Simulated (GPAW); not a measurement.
Crystal: As.

```
CELL_PARAMETERS angstrom
4.56640 0.00000 0.00000
-2.28320 3.95462 0.00000
0.00000 0.00000 2.83374
ATOMIC_POSITIONS crystal
As 0.33333 0.66667 0.00000
As 0.66666 0.33334 0.00000
```

The cell was built by a generator and needn't be a form met in nature.

```yaml
Program: GPAW 26.7.0
Task: relaxation of cell and atoms
Functional: revPBE
Dispersion: D3(op)
Potentials_or_basis: the program's PAW data sets (release 1.2.1) made for this functional
Cutoff: 600 eV
Basis: pw
k_mesh: 6 × 6 × 8
Occupations: fermi-dirac, width 0.05 eV
Spin: no spin polarisation
```

At the start: pressure -3.1 GPa; volume 25.59 Å³/atom.

Problem. Where does the relaxation end?

Solution. Over 6 steps the energy falls by 21.5 meV/atom and the volume is 24.10 Å³/atom (-5.8 %); space group P6/mmm (No. 191, to 0.05 Å).

Step by step:
```tsv
step	energy change (eV)	largest force (eV/Å)	pressure (GPa)	volume (Å³)
1	0.0000	0.0000	-3.08	51.17
2	-0.0142	0.0000	-2.65	50.64
3	-0.0360	0.0000	0.87	47.42
4	-0.0429	0.0000	-0.15	48.32
5	-0.0429	0.0000	-0.10	48.28
6	-0.0430	0.0000	0.00	48.20
```

Final structure:
```cif
data_structure
_symmetry_space_group_name_H-M 'P 1'
_symmetry_Int_Tables_number 1
_cell_length_a 4.5122
_cell_length_b 4.5122
_cell_length_c 2.7338
_cell_angle_alpha 90.000
_cell_angle_beta 90.000
_cell_angle_gamma 120.000
_cell_volume 48.20
loop_
_atom_site_label
_atom_site_type_symbol
_atom_site_fract_x
_atom_site_fract_y
_atom_site_fract_z
_atom_site_occupancy
As1 As 0.33333 0.66667 0.00000 1
As2 As 0.66666 0.33334 0.00000 1
```

Caveat: later steps reuse the first step's grids; pairwise dispersion overbinds metals, which lowers pressure and volume.
